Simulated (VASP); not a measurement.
# Al (Fm-3m) in VASP: further runs

The runs below take Al through band structure, with PBE.

Program: VASP 6.6.1. These are calculated values, not measurements. Logs are shortened: lines on timing, memory, paths and dates and some standing lists are left out, and cuts for length are marked.

### 1 The structure

It takes space group Fm-3m (No. 225, cubic). The conventional cell has a = 4.050 Å, b = 4.050 Å, c = 4.050 Å, α = 90.00°, β = 90.00°, γ = 90.00°. Around Al (site symmetry m-3m) lie 12 Al at 2.86 Å.

### 2 Band structure, PBE

POSCAR

```
Al
1.0
    0.0000000000      2.0248050000      2.0248050000
    2.0248050000      0.0000000000      2.0248050000
    2.0248050000      2.0248050000      0.0000000000
Al
1
Direct
    0.0000000000      0.0000000000      0.0000000000
```

INCAR.step1

```
SYSTEM = Al
PREC = Accurate ; ENCUT = 520
EDIFF = 1E-6 ; ISMEAR = -1
SIGMA = 0.05 ; LREAL = .False.
LASPH = .True. ; NELM = 80
ALGO = Normal ; ISIF = 2
LWAVE = .False. ; LCHARG = .True.
GGA = PE
```

KPOINTS.step1

```
regular mesh
0
Gamma
  11 11 11
  0 0 0
```

INCAR.step2

```
SYSTEM = Al
PREC = Accurate ; ENCUT = 520
EDIFF = 1E-6 ; ISMEAR = 0
SIGMA = 0.05 ; LREAL = .False.
LASPH = .True. ; NELM = 80
ALGO = Normal ; ISIF = 2
LWAVE = .False. ; LCHARG = .False.
GGA = PE ; ICHARG = 11
```

KPOINTS.step2

```
path GXWKGLUWLK,UX
10
line-mode
reciprocal
 0.0000000000  0.0000000000  0.0000000000  G
 0.5000000000  0.0000000000  0.5000000000  X

 0.5000000000  0.0000000000  0.5000000000  X
 0.5000000000  0.2500000000  0.7500000000  W

 0.5000000000  0.2500000000  0.7500000000  W
 0.3750000000  0.3750000000  0.7500000000  K

 0.3750000000  0.3750000000  0.7500000000  K
 0.0000000000  0.0000000000  0.0000000000  G

 0.0000000000  0.0000000000  0.0000000000  G
 0.5000000000  0.5000000000  0.5000000000  L

 0.5000000000  0.5000000000  0.5000000000  L
 0.6250000000  0.2500000000  0.6250000000  U

 0.6250000000  0.2500000000  0.6250000000  U
 0.5000000000  0.2500000000  0.7500000000  W

 0.5000000000  0.2500000000  0.7500000000  W
 0.5000000000  0.5000000000  0.5000000000  L

 0.5000000000  0.5000000000  0.5000000000  L
 0.3750000000  0.3750000000  0.7500000000  K

 0.6250000000  0.2500000000  0.6250000000  U
 0.5000000000  0.0000000000  0.5000000000  X
```

Potentials or basis: VASP PAW PBE potentials, release 54 (Al).

Run with:

```sh
cat potpaw_PBE.54/Al/POTCAR > POTCAR
cp INCAR.step1 INCAR
cp KPOINTS.step1 KPOINTS
mpirun -np 1 vasp_std > vasp.out
cp INCAR.step2 INCAR
cp KPOINTS.step2 KPOINTS
mpirun -np 1 vasp_std > vasp.out
```

OUTCAR:

```text
SYSTEM = Al
   PREC = Accurate
   ENCUT = 520
   EDIFF = 1E-6
   ISMEAR = 0
   LREAL = .False.
   LASPH = .True.
   NELM = 80
   ISIF = 2
   GGA = PE
   ICHARG = 11

 ion  position               nearest neighbor table
   1  0.000  0.000  0.000-

  LATTYP: Found a face centered cubic cell.
 ALAT       =     4.0496100000

  Lattice vectors:

 A1 = (   0.0000000000,   2.0248050000,   2.0248050000)
 A2 = (   2.0248050000,   0.0000000000,   2.0248050000)
 A3 = (   2.0248050000,   2.0248050000,   0.0000000000)

Analysis of symmetry for initial positions (statically):
=====================================================================
 Subroutine PRICEL returns:
 Original cell was already a primitive cell.

 Routine SETGRP: Setting up the symmetry group for a
 face centered cubic supercell.

 Subroutine GETGRP returns: Found 48 space group operations
 (whereof 48 operations were pure point group operations)
 out of a pool of 48 trial point group operations.

The static configuration has the point symmetry O_h .

Analysis of symmetry for dynamics (positions and initial velocities):
=====================================================================
 Subroutine PRICEL returns:
 Original cell was already a primitive cell.

 Routine SETGRP: Setting up the symmetry group for a
 face centered cubic supercell.

 Subroutine GETGRP returns: Found 48 space group operations
 (whereof 48 operations were pure point group operations)
 out of a pool of 48 trial point group operations.

The dynamic configuration has the point symmetry O_h .

 Subroutine INISYM returns: Found 48 space group operations
 (whereof 48 operations are pure point group operations),
 and found     1 'primitive' translations

----------------------------------------------------------------------------------------

                                     Primitive cell

  volume of cell :      16.6027

  direct lattice vectors                    reciprocal lattice vectors
     0.000000000  2.024805000  2.024805000    -0.246937359  0.246937359  0.246937359
     2.024805000  0.000000000  2.024805000     0.246937359 -0.246937359  0.246937359
     2.024805000  2.024805000  0.000000000     0.246937359  0.246937359 -0.246937359

  length of vectors
[... 63 lines left out ...]
   NGXF,Y,Z  is equivalent  to a cutoff of  27.87, 27.87, 27.87 a.u.
 SYSTEM =  Al
   PREC   = accura    normal or accurate (medium, high low for compatibility)
   ISTART =      0    job   : 0-new  1-cont  2-samecut
   ICHARG =     11    charge: 1-file 2-atom 10-const
   ISPIN  =      1    spin polarized calculation?
   LNONCOLLINEAR =      F non collinear calculations
   LSORBIT =      F    spin-orbit coupling
   LASPH  =      T    aspherical Exc in radial PAW
   ENCUT  =  520.0 eV  38.22 Ry    6.18 a.u.   5.32  5.32  5.32*2*pi/ulx,y,z
   NELM   =     80;   NELMIN=  2; NELMDL=  0     # of ELM steps
   EDIFF  = 0.1E-05   stopping-criterion for ELM
   LREAL  =      F    real-space projection
[... 7 lines left out ...]
   TEBEG  =    0.0;   TEEND  =   0.0 temperature during run
   PSTRESS=    0.0 pullay stress
   NELECT =       3.0000    total number of electrons
   NUPDOWN=      -1.0000    fix difference up-down
   EMIN   =  10.00;   EMAX   =-10.00  energy-range for DOS
   EFERMI =   0.00;   METHOD = LEGACY
   ISMEAR =     0;   SIGMA  =   0.05  broadening in eV -4-tet -1-fermi 0-gaus
   EFERMI_NEDOS =   21; number of points for ismear=-14 and -15
   IALGO  =     38    algorithm
   IMIX   =      4    mixing-type and parameters
     AMIX     =   0.40;   BMIX     =  1.00
     AMIX_MAG =   1.60;   BMIX_MAG =  1.00
  volume/ion in A,a.u.               =      16.60       112.04
  Fermi-wavevector in a.u.,A,eV,Ry     =   0.925526  1.748991 11.654733  0.856599
  Thomas-Fermi vector in A             =   2.051390
   LORBIT       =      0    0 simple, 1 ext, 2 COOP (PROOUT), +10 PAW based schemes
   GGA     = PE    functional components
   LHFCALC =     F    Hartree Fock is set to
   AEXX    =    0.0000 exact exchange contribution
   IVDW    =     0    specifies the selected vdW correction
   LEPSILON=     F    determine dielectric tensor
   LRPA    =     F    only Hartree local field effects (RPA)
 non-spin polarized calculation
 Gauss-broadening in eV      SIGMA  =   0.05
  energy-cutoff  :      520.00
  volume of cell :       16.60
 maximum number of plane-waves:       459
 NGX is ok and might be reduce to    24

 number of electron       3.0000000 magnetization

 Free energy of the ion-electron system (eV)
  ---------------------------------------------------
  ext. energy  EPLUGINS =         0.00000000
  ---------------------------------------------------
  free energy    TOTEN  =        -1.60869100 eV

  energy without entropy =       -1.60759432  energy(sigma->0) =       -1.60814266

 E-fermi :   6.8057     XC(G=0): -10.1742

 val. band max:        6.7756309303   @ k =   0.5694   0.2500   0.6806
 cond. band min:       6.8099810171   @ k =   0.5833   0.1667   0.5833
 fundamental gap:      0.0343500868
 Fermi energy:         6.8056928824

 k-point     1 :       0.0000    0.0000    0.0000
  band No.  band energies     occupation
      1      -3.1561      2.00000
      2      20.5203      0.00000
      3      20.5203      0.00000
      4      20.5203      0.00000
      5      21.9655      0.00000
[... 177 lines left out ...]
 k-point    24 :       0.4583    0.2917    0.7500
  band No.  band energies     occupation
      1       6.5213      2.00000
      2       6.9942      0.00000
      3       7.9486      0.00000
      4      10.3007      0.00000
      5      21.0431      0.00000

 [... further k-points ...]

------------------------ aborting loop because EDIFF is reached ----------------------------------------

  FORCE on cell =-STRESS in cart. coord.  units (eV):
  Direction    XX          YY          ZZ          XY          YZ          ZX
  --------------------------------------------------------------------------------------
  -------------------------------------------------------------------------------------
  Total        0.7914997      0.7914997      0.7914997      0.0000000      0.0000000     -0.0000000
  in kB       76.3803633     76.3803633     76.3803633      0.0000000      0.0000000     -0.0000000
  external PRESSURE =      76.3803633 kB  Pullay stress =       0.0000000 kB

 VOLUME and BASIS-vectors are now :
 -----------------------------------------------------------------------------
  energy-cutoff  :      520.00
  volume of cell :       16.60
      direct lattice vectors                 reciprocal lattice vectors
     0.000000000  2.024805000  2.024805000    -0.246937359  0.246937359  0.246937359
     2.024805000  0.000000000  2.024805000     0.246937359 -0.246937359  0.246937359
     2.024805000  2.024805000  0.000000000     0.246937359  0.246937359 -0.246937359

 POSITION                                       TOTAL-FORCE (eV/Angst)
 -----------------------------------------------------------------------------------
      0.00000      0.00000      0.00000         0.000000      0.000000      0.000000
 -----------------------------------------------------------------------------------
    total drift:                                0.000000     -0.000000     -0.000000

  FREE ENERGIE OF THE ION-ELECTRON SYSTEM (eV)
  ---------------------------------------------------
  free  energy   TOTEN  =        -1.6086909956 eV

  energy  without entropy=       -1.6075943230  energy(sigma->0) =       -1.60814266
```

OUTCAR.step1:

```text
SYSTEM = Al
   PREC = Accurate
   ENCUT = 520
   EDIFF = 1E-6
   ISMEAR = -1
   LREAL = .False.
[... 411 lines left out ...]
 -----------------------------------------------------------------------------------
      0.00000      0.00000      0.00000        -0.000000     -0.000000     -0.000000
 -----------------------------------------------------------------------------------
    total drift:                               -0.000000      0.000000      0.000000

  FREE ENERGIE OF THE ION-ELECTRON SYSTEM (eV)
  ---------------------------------------------------
  free  energy   TOTEN  =        -3.7556740703 eV

  energy  without entropy=       -3.7516644597  energy(sigma->0) =       -3.75366926
```

OSZICAR.step1:

```text
N       E                     dE             d eps       ncg     rms          rms(c)
DAV:   1    -0.171915920997E+01   -0.17192E+01   -0.84645E+02   590   0.323E+02
DAV:   2    -0.375451138312E+01   -0.20354E+01   -0.18524E+01   750   0.295E+01
DAV:   3    -0.377794772850E+01   -0.23436E-01   -0.23408E-01   730   0.352E+00
DAV:   4    -0.377801538806E+01   -0.67660E-04   -0.67659E-04   745   0.210E-01
DAV:   5    -0.377801583054E+01   -0.44248E-06   -0.44260E-06   750   0.141E-02    0.129E+00
DAV:   6    -0.376509529350E+01    0.12921E-01   -0.16760E-03   695   0.312E-01    0.750E-01
DAV:   7    -0.375568025316E+01    0.94150E-02   -0.50332E-03   665   0.505E-01    0.145E-01
DAV:   8    -0.375567585017E+01    0.44030E-05   -0.23098E-05   735   0.511E-02    0.672E-03
DAV:   9    -0.375567446667E+01    0.13835E-05   -0.89074E-07   590   0.646E-03    0.103E-03
DAV:  10    -0.375567407030E+01    0.39637E-06   -0.61290E-09   375   0.821E-04
   1 F= -.37556741E+01 E0= -.37536693E+01  d E =-.400961E-02
```

It used 5.1 s of CPU time on 1 thread of Intel(R) Xeon(R) Platinum 8559C (Emerald Rapids), with other jobs on the host, which was overloaded at the time.

Results:

```
Band gap along the path : none (metal or under the smearing width)
```

Levels at the corners of the path, in eV from the Fermi level:
```csv
point,band 1,band 2,band 3,band 4,band 5
Γ,-11.10,12.57,12.57,12.57,14.02
X,-2.92,-1.61,5.24,5.55,5.55
X,-2.92,-1.61,5.24,5.55,5.55
W,-0.85,-0.85,0.17,1.06,15.76
W,-0.85,-0.85,0.17,1.06,15.76
K,-1.89,-1.36,-0.42,6.52,8.16
K,-1.89,-1.36,-0.42,6.52,8.16
Γ,-11.10,12.57,12.57,12.57,14.02
Γ,-11.10,12.57,12.57,12.57,14.02
L,-4.58,-4.38,11.33,11.33,11.42
L,-4.58,-4.38,11.33,11.33,11.42
U,-1.89,-1.36,-0.42,6.52,8.16
U,-1.89,-1.36,-0.42,6.52,8.16
W,-0.85,-0.85,0.17,1.06,15.76
W,-0.85,-0.85,0.17,1.06,15.76
L,-4.58,-4.38,11.33,11.33,11.42
L,-4.58,-4.38,11.33,11.33,11.42
K,-1.89,-1.36,-0.42,6.52,8.16
U,-1.89,-1.36,-0.42,6.52,8.16
X,-2.92,-1.61,5.24,5.55,5.55
```

Caveat: the log is that of the step along the path at fixed density, whose energy, stress, charges and moments have no meaning.

### 3 Band structure, PBE

INCAR

```
PREC     = Accurate       # precision mode
ENCUT    = 500            # plane-wave cutoff, eV
EDIFF    = 1E-6           # SCF threshold, eV
ISMEAR   = -1             # smearing method
SIGMA    = 0.05           # smearing width, eV
LREAL    = False          # projectors in reciprocal space
LASPH    = True           # aspherical terms in the spheres
NELM     = 60             # most SCF steps
ALGO     = Normal         # electronic algorithm
ISIF     = 2              # what is computed and relaxed
LWAVE    = False          # write WAVECAR
LCHARG   = False          # write CHGCAR
GGA      = PE             # functional
NBANDS   = 8              # bands
```

KPOINTS

```
Automatic mesh
0
Gamma
  11 11 11
```

POSCAR is that of step 2.

KPOINTS_OPT

```
path GXWKGLUWLK,UX
20
line-mode
reciprocal
 0.0000000000  0.0000000000  0.0000000000  G
 0.5000000000  0.0000000000  0.5000000000  X

 0.5000000000  0.0000000000  0.5000000000  X
 0.5000000000  0.2500000000  0.7500000000  W

 0.5000000000  0.2500000000  0.7500000000  W
 0.3750000000  0.3750000000  0.7500000000  K

 0.3750000000  0.3750000000  0.7500000000  K
 0.0000000000  0.0000000000  0.0000000000  G

 0.0000000000  0.0000000000  0.0000000000  G
 0.5000000000  0.5000000000  0.5000000000  L

 0.5000000000  0.5000000000  0.5000000000  L
 0.6250000000  0.2500000000  0.6250000000  U

 0.6250000000  0.2500000000  0.6250000000  U
 0.5000000000  0.2500000000  0.7500000000  W

 0.5000000000  0.2500000000  0.7500000000  W
 0.5000000000  0.5000000000  0.5000000000  L

 0.5000000000  0.5000000000  0.5000000000  L
 0.3750000000  0.3750000000  0.7500000000  K

 0.6250000000  0.2500000000  0.6250000000  U
 0.5000000000  0.0000000000  0.5000000000  X
```

Potentials or basis: VASP PAW PBE potentials, release 54 (Al).

Run with:

```sh
cat potpaw_PBE.54/Al/POTCAR > POTCAR
mpirun -np 1 vasp_std > vasp.out
```

Wall time 18 s (1 thread of Intel Xeon Platinum 8559C (Emerald Rapids), shared host); peak memory 0.13 GiB.

It converged, with:

```yaml
Free_energy: -3.7557 eV
Pressure: -0.5 GPa
Band_gap_along_the_path: none (metal or under the smearing width)
```

Levels at the corners of the path, in eV from the Fermi level:
```
point  band 1  band 2  band 3  band 4  band 5
    Γ  -11.10   12.57   12.57   12.57   14.02
    X   -2.92   -1.61    5.24    5.55    5.55
    X   -2.92   -1.61    5.24    5.55    5.55
    W   -0.85   -0.85    0.17    1.06   15.76
    W   -0.85   -0.85    0.17    1.06   15.76
    K   -1.89   -1.36   -0.42    6.52    8.16
    K   -1.89   -1.36   -0.42    6.52    8.16
    Γ  -11.10   12.57   12.57   12.57   14.02
    Γ  -11.10   12.57   12.57   12.57   14.02
    L   -4.58   -4.38   11.33   11.33   11.42
    L   -4.58   -4.38   11.33   11.33   11.42
    U   -1.89   -1.36   -0.42    6.52    8.16
    U   -1.89   -1.36   -0.42    6.52    8.16
    W   -0.85   -0.85    0.17    1.06   15.76
    W   -0.85   -0.85    0.17    1.06   15.76
    L   -4.58   -4.38   11.33   11.33   11.42
    L   -4.58   -4.38   11.33   11.33   11.42
    K   -1.89   -1.36   -0.42    6.52    8.16
    U   -1.89   -1.36   -0.42    6.52    8.16
    X   -2.92   -1.61    5.24    5.55    5.55
```

### 4 The reference run

An earlier run on the cell as given: functional PBE; potentials or basis VASP PAW PBE potentials, release 64 (Al); cutoff 520 eV; k mesh 11 × 11 × 11; occupations fermi-dirac, width 0.05 eV; no spin polarisation.

* Pressure: -0.5 GPa
* Band gap on the k mesh: none (metal or under the smearing width)

### 5 Overview

```csv
task,potentials or basis,cutoff (eV),pressure (GPa)
band structure,"VASP PAW PBE potentials, release 54 (Al)",520,-
band structure,"VASP PAW PBE potentials, release 54 (Al)",500,-0.5
single point,"VASP PAW PBE potentials, release 64 (Al)",520,-0.5
```

Alike in all rows: level PBE; no spin polarisation; cell as given; k mesh 11 × 11 × 11; smearing fermi-dirac 0.05 eV.

Absolute energies hang on the potentials; compare differences alone.
